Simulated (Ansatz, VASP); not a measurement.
Given: the input of a run of VASP 6.6.1 on PbS (Galena).

INCAR

```
  PREC = Accurate
  ENCUT = 520
  EDIFF = 1E-6
  ISMEAR = 0
  SIGMA = 0.03
  LREAL = False
  LASPH = True
  NELM = 80
  ALGO = Normal
  ISIF = 2
  LWAVE = False
  LCHARG = False
  GGA = PE
  NBANDS = 17
```

The input KPOINTS:

```
regular mesh
0
Gamma
  8 8 8
```

The input POSCAR:

```
PbS
1.0
    0.0000000000      2.9657500000      2.9657500000
    2.9657500000      0.0000000000      2.9657500000
    2.9657500000      2.9657500000      0.0000000000
Pb S
1 1
Direct
    0.0000000000      0.0000000000      0.0000000000
    0.5000000000      0.5000000000      0.5000000000
```

Potentials or basis: VASP PAW PBE potentials, release 64 (Pb_d, S).

Command:

```bash
$ cat potpaw_PBE.64/Pb_d/POTCAR potpaw_PBE.64/S/POTCAR > POTCAR
$ mpirun -np 1 vasp_std > vasp.out
```

**Question.** Translate it to Ansatz 0.2.0. Potentials there: all-electron LAPW, scalar-relativistic.

**Answer.** As run (the cutoff follows the program's own potentials):

The input input.yaml:

```yaml
crystal:
  lattice:
    - [0.0, 2.96575, 2.96575]
    - [2.96575, 0.0, 2.96575]
    - [2.96575, 2.96575, 0.0]
  atoms:
    - { symbol: Pb, position: [0.0, 0.0, 0.0] }
    - { symbol: S, position: [0.5, 0.5, 0.5] }
kpoints:
  mp_grid: { grid: [8, 8, 8] }
scf:
  occupations: { method: gaussian, width: 0.03 }
hamiltonian:
  xc: pbe
  pseudopotentials: { kind: all_electron, lapw: { basis_error: 0.001 } }
output:
  forces: true
  stress: true
  eigenvalues: true
```

Potentials or basis: all-electron LAPW, scalar-relativistic.

Run with:

```sh
$ ansatz run input.yaml --threads 1 --pin off --max-ram 3072MiB --backend cpu --events-out ev --progress --plain --runs-dir out
```

Both were run:

|  | VASP | Ansatz | Ansatz less VASP |
| --- | --- | --- | --- |
| gap on the k mesh at the Fermi level (eV) | 0.36 | 0.36 | -0.008 |
| least direct gap on the mesh (eV) | 0.36 | 0.36 | -0.008 |
| pressure (GPa) | 2.1 | 2.2 | +0.10 |

Ansatz ran all-electron here, so the differences hold the error of VASP's frozen core and of both bases.

Caveats: spin-orbit coupling is left out, which as a rule narrows the gap of such compounds by several tenths of an eV.
